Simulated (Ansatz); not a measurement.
Given:

```
CELL_PARAMETERS angstrom
      2.67696     0.00000     0.02811
      0.00000     2.67696     0.00000
      0.03915     0.00000     3.72890
ATOMIC_POSITIONS crystal
  Co 0.50000 0.50000 0.50000
  Pt 0.00000 0.00000 0.00000
```

Spin-polarised, with starting moments of sign Co+ Pt+.

Method: Kohn–Sham DFT with the r2SCAN functional, run in Ansatz (a program for electronic structure) with PAW and 500 eV plane waves, scalar-relativistic without spin-orbit coupling. Settings: 21×21×16 k-points, 0.1 eV Fermi–Dirac smearing.

Question: What is the computed band gap?

Answer: Zero.

Question: Estimate the largest site moment.

Answer: 2.20 μB.

Other magnetic orders, which the real material may have, were not ruled out. The cells carry an imposed strain or load. No phonon test of stability was made. The cell was made from CoPt (space group P4/mmm, No. 123; ferromagnetic) by this change: tensor shear ε_xz = +1.05 %.
